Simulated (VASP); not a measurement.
Here is a VASP 6.6.1 calculation.

Contents of INCAR:

```
PREC = Accurate ; ENCUT = 600
EDIFF = 1E-7 ; ISMEAR = 1
SIGMA = 0.1 ; LREAL = False
LASPH = True ; NELM = 80
ALGO = Normal ; ISIF = 3
LWAVE = False ; LCHARG = False
GGA = PE ; IBRION = 2
NSW = 90 ; EDIFFG = -0.005
```

File KPOINTS:

```
regular mesh
0
Gamma
  15 15 10
```

POSCAR

```
MgB2                                    
1.0
    3.0711433125      0.0000000000      0.0000000000
   -1.5355716563      2.6596881273     -0.0000000000
    0.0000000000     -0.0000000000      3.5280815501
  Mg              B             
     1     2
Direct
     0.0000000000000000    1.0000000000000000    0.0000000000000000
     0.3333333332999970    0.6666666667000030    0.5000000000000000
     0.6666666667000030    0.3333333332999970    0.5000000000000000
```

Potentials or basis: VASP PAW PBE potentials, release 64 (Mg, B).

Run with:

```bash
$ cat potpaw_PBE.64/Mg/POTCAR potpaw_PBE.64/B/POTCAR > POTCAR
$ mpirun -np 1 vasp_std > vasp.out
```

(1) Predict the band gap on the k mesh.

Answers

(1) none (metal or under the smearing width).

Caveat: the relaxation stopped at its first step, so nothing moved.
